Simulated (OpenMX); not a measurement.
ZrB2, 3 atoms in the cell. The structure is hexagonal, space group P6/mmm (No. 191). The conventional cell has a = 3.170 Å, b = 3.170 Å, c = 3.533 Å, α = 90.00°, β = 90.00°, γ = 120.00°. Zr (site symmetry 6/mmm) is surrounded by 12 B at 2.54 Å. B (site symmetry -6m2) is surrounded by 3 B at 1.83 Å. 

```yaml
Program: OpenMX 3.8.5
Task: band structure
Functional: PBE
Potentials_or_basis: OpenMX 2013 PBE set, Zr7.0-s3p2d2, B7.0-s2p2d1, grid cutoff 400 Ry
k_mesh: 7 × 7 × 7
Occupations: fermi-dirac, width 0.05 eV
Spin: non-collinear spin, zero start, spin-orbit coupling
Starting_moments: "[[0.0, 0.0, 0.0], [0.0, 0.0, 0.0], [0.0, 0.0, 0.0]] μB"
Mixing_scheme: rmm-diisk
SCF_threshold: 1e-07 Ha
Solver: band
Max_SCF_cycles: 100
```

Potentials or basis: OpenMX 2013 PBE set, Zr7.0-s3p2d2, B7.0-s2p2d1, grid cutoff 400 Ry.

Run with:

```sh
$ openmx ZrB2.dat -nt 1 > ZrB2.std
```

Hardware: 1 thread of Arm Neoverse V2, with other jobs on the host.

**Question.** Estimate the wall time of this run.

**Answer.** Wall time 5.4 min on 1 thread of Arm Neoverse V2, with other jobs on the host, peak memory 1 GiB. Counts: k points 343, basis 45, scf iterations 15.
